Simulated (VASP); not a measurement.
## GaSb: single point with revPBE+D3(BJ)

**Measured values to compare with.**

From a printed reference work, data compilation, for a bulk crystal of GaSb at 4.2 K: band gap 0.811 eV (direct).

Crystal: GaSb.

```
Sb Ga
1.0
     0.00000    3.05900    3.05900
     3.05900    0.00000    3.05900
     3.05900    3.05900    0.00000
Sb Ga
1 1
Direct
  0.25000 0.25000 0.25000
  0.00000 0.00000 0.00000
```

| Property | Result |
| --- | --- |
| Program | VASP 6.6.1 |
| Task | single point |
| Functional | revPBE |
| Dispersion | D3(BJ) |
| Potentials or basis | VASP PAW PBE potentials, release 64 (Sb, Ga_d) |
| Cutoff | 500 eV |
| k mesh | 8 × 8 × 8 |
| Occupations | methfessel-paxton, width 0.1 eV |
| Spin | no spin polarisation |
| Dipole correction | no |
| Further INCAR settings | ALGO = Normal; EDIFF = 1e-06; NBANDS = 16 |

| Item | Value |
| --- | --- |
| Pressure | -0.4 GPa |
| Band gap on the k mesh | 0.11 eV |
| Dispersion energy per atom | -0.627 eV |

Levels at points of the mesh, in eV from the valence-band top:
| k point | band 6 | band 7 | band 8 | band 9 | band 10 | band 11 | band 12 | band 13 |
| --- | --- | --- | --- | --- | --- | --- | --- | --- |
| (0.00, 0.00, 0.00) | -11.45 | 0.00 | 0.00 | 0.00 | 0.11 | 2.79 | 2.79 | 2.79 |
| (0.50, 0.00, 0.00) | -9.83 | -6.34 | -1.15 | -1.15 | 0.46 | 3.76 | 3.76 | 6.59 |
| (0.50, 0.50, 0.00) | -9.00 | -6.79 | -2.57 | -2.57 | 0.96 | 1.32 | 8.71 | 8.71 |

Wall time 9.3 s on 1 thread of Intel(R) Xeon(R) 6975P-C (Granite Rapids) (shared host), peak memory 0.19 GiB.

A measured gap of GaSb is 0.811 eV (direct; 4.2 K; a printed reference work, data compilation); the calculated 0.11 eV misses it by -0.70 eV. Spin-orbit coupling on Ga, Sb is left out. The value is that of revPBE+D3(BJ) on a finite k mesh, which can miss the band edges, without temperature or zero-point motion. Semilocal functionals fall short of measured gaps as a rule.

Caveat: three body term missing; the PAW data sets were made with another functional, which shifts forces and pressure a little; spin-orbit coupling is left out, which moves the levels of the heavy elements.
